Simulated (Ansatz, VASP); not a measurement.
# Two plane-wave programs on CdS

POSCAR

```
CdS
1.0
    0.0000000000      2.4439079982      2.4439079982
    2.4439079982      0.0000000000      2.4439079982
    2.4439079982      2.4439079982      0.0000000000
Cd S
1 1
Direct
    0.0000000000      0.0000000000      0.0000000000
    0.5000000000      0.5000000000      0.5000000000
```

The input INCAR.step1:

```
SYSTEM = CdS
PREC = Accurate
ENCUT = 520
ISMEAR = -1
SIGMA = 0.05
LREAL = .FALSE.
LASPH = .TRUE.
NELM = 60
NBANDS = 16
GGA = PE
ALGO = Normal
EDIFF = 1E-4
LWAVE = .TRUE.
LCHARG = .FALSE.
```

The input INCAR.step2:

```
SYSTEM = CdS
PREC = Accurate
ENCUT = 520
EDIFF = 1E-6
ISMEAR = -1
SIGMA = 0.05
LREAL = .FALSE.
LASPH = .TRUE.
NELM = 60
ALGO = Normal
ISIF = 2
LWAVE = .FALSE.
LCHARG = .FALSE.
METAGGA = R2SCAN
LMIXTAU = .TRUE.
NBANDS = 16
ISTART = 1
```

Contents of KPOINTS:

```
Automatic mesh
0
G
  14 14 14
  0 0 0
```

Input for Ansatz:

```yaml
crystal:
  lattice:
    - [0.0, 2.4439079982, 2.4439079982]
    - [2.4439079982, 0.0, 2.4439079982]
    - [2.4439079982, 2.4439079982, 0.0]
  atoms:
    - { symbol: Cd, position: [0.0, 0.0, 0.0] }
    - { symbol: S, position: [0.5, 0.5, 0.5] }
kpoints:
  mp_grid: { grid: [14, 14, 14] }
scf:
  occupations: { method: fermi_dirac, width: 0.05 }
hamiltonian:
  xc: r2scan
  pseudopotentials: { kind: paw }
output:
  forces: true
  stress: true
  eigenvalues: true
  populations: true
  write_density: true
  write_potential: true
  elf: true
  volumetric_format: npy
```

Change from the starting cell: volume scaled by 0.72, PAW files.

Alike in both runs: task single point; functional r2SCAN; k mesh 14 × 14 × 14; occupations fermi-dirac, width 0.05 eV; no spin polarisation.

```csv
,VASP,Ansatz
version,VASP 6.6.1,Ansatz 0.2.0
potentials or method,"VASP PAW PBE potentials, release 64 (Cd, S)","PAW with Ansatz's default frozen-core files, scalar-relativistic"
plane-wave cutoff (eV),520,500
valence electrons in the cell,18,26
```

Ansatz gave:

| Property | Result |
| --- | --- |
| pressure (GPa) | 57.3 |

Q: Estimate VASP's values.

A: Pressure (GPa): 59.6.

With one functional, cell and mesh, what is left measures potentials, basis and numerics. The two sets of potentials don't hold the same shells in valence.

Caveats: so large a pressure means that the cell lies far from this level's equilibrium, or that cutoff or potentials fall short (VASP); the potentials were made for another functional, which shifts forces and pressure (VASP).
